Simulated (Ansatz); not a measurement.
**Stress against strain in InP**

```
CELL_PARAMETERS angstrom
0.00000 2.85500 2.85500
2.85500 0.00000 2.85500
2.85500 2.85500 0.00000
ATOMIC_POSITIONS crystal
In 0.00000 0.00000 0.00000
P 0.50000 0.50000 0.50000
```

Atom numbers follow the list: In1, P2.

The cell comes from COD entry 1538565, which wasn't checked; take it as a given geometry.

No spin–orbit coupling, which matters for the heavy atoms here.

The calculation used Ansatz 0.2.0, DFT, PBEsol, all-electron LAPW, scalar-relativistic.

Numerical set-up: a Γ-centred 11×11×11 k mesh, Fermi–Dirac smearing of 0.03 eV, basis error target 0.25 meV/atom, no spin polarisation.

The strain is applied along the Cartesian axes of the cell as listed (the other components stay zero). Fractional coordinates are held (clamped ions).

σ is the change of stress from the unstrained cell, which is at -8.23 GPa; tension is positive, so slopes are stress–strain coefficients at that pressure. In a metal the k mesh adds noise.

Only quantities that a quadratic follows smoothly over the whole series are listed; rougher ones are left out.

```tsv
εxx = εyy	σzz (GPa)	σxx (GPa)
-0.0300	-1.02	-4.12
-0.0200	-0.65	-2.49
-0.0100	-0.34	-1.15
0.0000	0.00	0.00
0.0100	0.29	0.98
0.0300	0.89	2.40
```

(1) Fit the series and read off the stiffness at zero strain.

(2) One run, at εxx = εyy = 0.0200, is withheld. Predict its row.

## Answers

(1) Least-squares fits y = p0 + p1 x + p2 x² to the rows give σzz (GPa): p1 = 31.6, p2 = -60; σxx (GPa): p1 = 108, p2 = -960. So 2 C12 = 32 GPa and C11 + C12 = 108 GPa.

(2) The fits give 0.60, 1.79; the run gave 0.56, 1.79.
